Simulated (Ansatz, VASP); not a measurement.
**Cross-check of BP between VASP and Ansatz**

One calculation is typed for both programs; each brings its own data sets. How far apart do they land? The cell is taken from a series of runs on this material, whose earlier steps may have relaxed, scaled, displaced or heated it; both programs get it as it stands.

Main program and level: Ansatz 0.2.0; plane waves, with VASP 6.6.1 beside it; zone-centre phonons at LDA.

## (1) Set-up

Symmetry: I-4m2, No. 119, tetragonal system. The conventional cell has a = 3.188 Å, b = 3.188 Å, c = 4.401 Å, α = 90.00°, β = 90.00°, γ = 90.00°. Nearest to B lie 4 P at 1.94 Å. Nearest to P lie 4 B at 1.94 Å. Farther neighbours are not listed.

## (2) Ansatz: zone-centre phonons, LDA, pair 1

Ansatz runs on its PAW soft_1 files.

Second derivatives magnify differences that forces hide, and they need a tight electronic threshold.

File input.yaml:

```yaml
crystal:
  lattice:
    - [0.0, 2.2543767798, 2.2003853809]
    - [2.2543767798, 0.0, 2.2003853809]
    - [2.2543767798, 2.2543767798, 0.0]
  atoms:
    - { symbol: B, position: [0.0, 0.0, 0.0] }
    - { symbol: P, position: [0.75, 0.75, 0.75] }
kpoints:
  mp_grid: { grid: [12, 12, 12] }
hamiltonian:
  xc: lda
  pseudopotentials: { kind: paw, azcp: { folder: soft_1 }, xc_functional: pbe }
scf:
  occupations: { method: fixed }
output:
  eigenvalues: true
phonons:
  method: dfpt
  dielectric: true
  rigid_motions: translations
```

Run with:

```sh
> ansatz run input.yaml --threads 4 --pin off --max-ram 10240MiB --backend cpu --events-out ev --progress --plain --runs-dir out
```

Numbers of over 12 decimals in the logs are rounded to 6 here.

The program printed:

```text
Engine: ansatz 0.2.0, aarch64-unknown-linux-gnu
Pseudopotentials: kind: paw
Pseudopotential: B, paw, valence charge 3, recommended cutoff 420 eV (normal), soft_1/B.paw.azcp
Pseudopotential: P, paw, valence charge 5, recommended cutoff 420 eV (normal), soft_1/P.paw.azcp
Functional definition: SPW92
  exchange = slater_x
  correlation = pw_c
Crystal: 2 atoms, lattice volume = 22.366 Å³
Basis set: ecut = 420 eV, 427 PW (Γ), exchange–correlation on 48×48×48 points (8 copies of the dense FFT grid, shifted against one another)
Bands: 8, of which v1, the nominal top of the filled ones, is band 4 counted from 1 (3 counted from 0)
Symmetry: 8 space group operations
k-points: 868 of 1728 (irreducible under 1 space group operation, time reversal used)
Non-local potential: B, projectors of the file, l = 0: 2, l = 1: 2, l = 2: 1
Non-local potential: P, projectors of the file, l = 0: 2, l = 1: 2, l = 2: 1
PAW form: soft (Blöchl's): semilocal exchange-correlation on the pseudo side does not see the compensation charge
PAW frozen core: B, regenerated for the run's functional, and the local potential with it (the file was generated under x = pbe(κ = 0.804, μ = 0.219515), c = pbe(β = 0.066725))
PAW frozen core: P, regenerated for the run's functional, and the local potential with it (the file was generated under x = pbe(κ = 0.804, μ = 0.219515), c = pbe(β = 0.066725))
PAW one-centre angular grid: B, 110 points (default); XC on 64 Gauss nodes
PAW one-centre angular grid: P, 110 points (default); XC on 64 Gauss nodes
Initial density: superposition of atomic densities (chi_scale 0.1, normalization cell, long waves kept (reshape's long-wave potential 0.00 eV rms))
Initial wavefunctions: pseudopotential atomic-orbital guess
Functional: x = slater, c = lda
SCF iter   1: F=—  HF=-877.501383 eV  |F-HF|=—  |Δ(HF+E_count)|=         —  Δρ=9.83e-2  dr2=2.41e0  ethr=3.10e-3  ⟨swp⟩=5.2  Hψ=50802  notcnv=0  defer=1651
preconditioner: auto → none  [insulator: Δε(μ)=1.646 eV  Ē_g=13.229 eV  n_scr=0 (ndim 8)  ℏωp=22.2 eV  f_vac=0.000  ε∞_Penn≈3.8]
SCF iter   2: F=—  HF=-876.685961 eV  |F-HF|=—  |Δ(HF+E_count)|=   8.15e-1  Δρ=3.03e-2  dr2=1.57e-1  ethr=3.10e-3  ⟨swp⟩=2.4  Hψ=19413  notcnv=0  defer=1573
SCF iter   3: F=—  HF=-876.633621 eV  |F-HF|=—  |Δ(HF+E_count)|=   5.23e-2  Δρ=1.13e-2  dr2=1.79e-2  ethr=1.96e-3  ⟨swp⟩=3.0  Hψ=12183  notcnv=0  defer=1705
SCF iter   4: F=—  HF=-876.628236 eV  |F-HF|=—  |Δ(HF+E_count)|=   5.39e-3  Δρ=1.59e-3  dr2=2.63e-4  ethr=2.24e-4  ⟨swp⟩=3.0  Hψ=12124  notcnv=0  defer=1733
SCF iter   5: F=—  HF=-876.628180 eV  |F-HF|=—  |Δ(HF+E_count)|=   5.58e-5  Δρ=6.07e-5  dr2=3.17e-7  ethr=3.29e-6  ⟨swp⟩=3.0  Hψ=10844  notcnv=0  defer=1733
SCF iter   6: F=—  HF=-876.628180 eV  |F-HF|=—  |Δ(HF+E_count)|=  6.97e-10  Δρ=1.17e-5  dr2=1.42e-8  ethr=3.96e-9  ⟨swp⟩=2.6  Hψ=10408  notcnv=0  defer=1696
SCF iter   7: F=-876.628180 eV  HF=-876.628180 eV  |F-HF|=6.29e-11  |Δ(HF+E_count)|=   2.13e-9  Δρ=5.85e-7  dr2=9.78e-11  ethr=1.25e-12  ⟨swp⟩=9.1  Hψ=58567  notcnv=0
SCF 1 converged in 7 iterations: F = -876.628180 eV  dr2 = 9.78e-11
  greatest PAW one-centre occupation: 0.763 electrons in one spin orbital (limit 2), on the P atom at site 1 (counted from 0), in its partial waves of l = 0
NSCF: frozen V_eff on 17 k-points
DFPT response loops at Γ: preconditioner auto → none (the input reference at scf.mixing.eps_inf says where Resta's filter doesn't serve); β = 0.50; Broyden in place of MSR1
── the response to a field inside a basis, on 12×12×12 k-points: an SCF that follows is theirs, and a resumed run solves both again ──
Bands: 5, of which v1, the nominal top of the filled ones, is band 4 counted from 1 (3 counted from 0)
k-points: 468 of 1728 (irreducible under 2 space group operations, time reversal used)
Initial density: handed on by an earlier stage of this run
Initial wavefunctions: pseudopotential atomic-orbital guess (no wavefunctions were taken with the density)
Eigensolver: Dense (468 Hₖ)
SCF iter   1: F=—  HF=-876.628454 eV  |F-HF|=—  |Δ(HF+E_count)|=         —  Δρ=1.27e-4  dr2=4.23e-7  ethr=1.00e-1
preconditioner: auto → none  [insulator: Δε(μ)=0.976 eV  Ē_g=9.995 eV  n_scr=0 (ndim 8)  ℏωp=22.2 eV  f_vac=0.000  ε∞_Penn≈5.9]
SCF iter   2: F=—  HF=-876.628455 eV  |F-HF|=—  |Δ(HF+E_count)|=   5.38e-7  Δρ=6.41e-5  dr2=1.08e-7  ethr=5.29e-9
SCF iter   3: F=-876.628455 eV  HF=-876.628455 eV  |F-HF|=2.92e-9  |Δ(HF+E_count)|=   1.86e-7  Δρ=3.62e-6  dr2=3.77e-9  ethr=1.34e-9
SCF 1 converged in 3 iterations: F = -876.628455 eV  dr2 = 3.77e-9
DFPT response loops at Γ: mixed as the last ones told, above
SCF converged after 7 iterations
Free energy (F): -876.628180 eV
Harris-Foulkes:  -876.628180 eV  (|F-HF|=6.29e-11)
Internal energy: -876.628180 eV  (E = F + TS)
E sigma→0 (E₀):  -876.628180 eV
Fermi energy:    9.792259 eV
--- Per-component energies (eV) ---
  E_band       = 24.043353
  E_kinetic    = 123.043576
  E_local      = -60.235699  (includes V_loc(G=0)·N_el)
  E_nonlocal   = 41.825953
  E_hartree    = 16.525246
  E_xc         = -106.787724
  E_vxc        = -102.293936  (∫ρ·V_xc dr)
  E_paw        = -601.464966  (= ΣΔE_a)
  E_vpaw       = -11.346967  (= ΣTr[D̂ρ^β])
  E_aug_tail   = 0.000009  (compensation charges beyond the density's cutoff)
  E_ewald      = -289.697761
  E_core_change = 0.163186  (= ΣΔE_core)
  E_smearing   = -0.000000  (= −TS)
  E_closure    = 0.000000  (closes the sum)
  Σ components = -876.628180   (vs F -876.628180, Δ=0.00e0)
--- Band table (eV; the first three rows and the last of 868) ---
  k-point 0: bands = ["-6.1487", "9.5579", "9.5579", "9.7923", "12.9957", "13.1298", "13.1298", "17.6420"]
  k-point 1: bands = ["-6.0192", "8.6520", "9.3309", "9.5096", "13.2944", "13.4293", "13.5087", "17.9718"]
  k-point 2: bands = ["-5.6335", "6.7452", "8.8504", "9.0544", "13.7041", "14.0244", "14.0626", "18.7596"]
  k-point 867: bands = ["-2.6502", "0.3134", "7.6782", "7.9939", "13.5681", "14.2081", "14.5604", "19.7181"]
--- Phonons (Γ-DFPT): 4 representative perturbations + reference, on 868 of 1728 k-points (Σ response iterations 12) ---
  k mesh reduced under 1 symmetry operation, with k and −k counted as one. Each operation leaves every solved perturbation unchanged. A smaller set is not considered because the run solves the response to a homogeneous field
  ASR residual: 3.248e-4 → 0.000e0 eV/Å²; symmetrization residual: 1.080e-7 eV/Å²
  ASR residual per site (eV/Å²): 2.13e-4 3.25e-4
  Γ frequencies (cm⁻¹): 0.00 0.00 0.00 830.13 830.13 830.76
  ε∞ (high-frequency dielectric tensor):
        9.313122     0.000000    -0.000000
        0.000000     9.313122     0.000000
       -0.000000     0.000000     8.953874
  ε⁰ (static dielectric tensor: ions relaxed, cell fixed):
        9.492839    -0.000000    -0.000000
       -0.000000     9.492839     0.000000
       -0.000000     0.000000     9.144390
  ε⁰ − ε∞ (ionic part):
        0.179717    -0.000000    -0.000000
       -0.000000     0.179717    -0.000000
       -0.000000    -0.000000     0.190515
  softest optical mode at Γ: 830.13 cm⁻¹; the repairs (sum rule, projections) moved no ω² at Γ by more than (2.32 cm⁻¹)²
  Born effective charges Z* (e; rows j = field, columns β = displacement):
    site 0:
        -0.67163    0.00000    0.00000
         0.00000   -0.67163   -0.00000
         0.00000   -0.00000   -0.69203
    site 1:
         0.67163    0.00000    0.00000
        -0.00000    0.67163    0.00000
        -0.00000    0.00000    0.69203
  Z* charge neutrality: 9.938e-5 e pre-enforcement
  solved inside a basis spanned on kpoints, on 12×12×12 k-points, its susceptibility summed on 16×16×16: ε∞ is read to err by 2.5e-2, Z* by 5.5e-3 e (field_mesh: kpoints solves on kpoints); Z* is corrected for what the basis lacks
  optical modes at Γ without the LO–TO term, one row a degenerate level:
      ω (cm⁻¹)  modes    IR ((D/Å)²/amu)
        830.13      2             2.5974
        830.76      1             1.3788
  optical modes at Γ + LO–TO along q̂ = [1.0000, 0.0000, 0.0000]:
      ω (cm⁻¹)  modes    IR ((D/Å)²/amu)
        830.13      1             1.2987
        830.76      1             1.3788
        838.10      1             1.2987
  optical modes at Γ + LO–TO along q̂ = [0.0000, 1.0000, 0.0000]:
      ω (cm⁻¹)  modes    IR ((D/Å)²/amu)
        830.13      1             1.2987
        830.76      1             1.3788
        838.10      1             1.2987
  optical modes at Γ + LO–TO along q̂ = [0.0000, 0.0000, 1.0000]:
      ω (cm⁻¹)  modes    IR ((D/Å)²/amu)
        830.13      2             2.5974
        839.55      1             1.3788
```

[end of part 1 of 3]

[Lines on the potential files, build, host, timing and source positions are cut from VASP's logs without a mark.]

[Logs are printed without paths, hosts, clocks, repeated set-up lines and the standing remarks that a program may print on its own settings, such as how far it seeks lower states.]

[Hosts, paths, dates, database ids (printed as entryN), source tags and the programs' standing remarks are cut or masked in the printed files.]
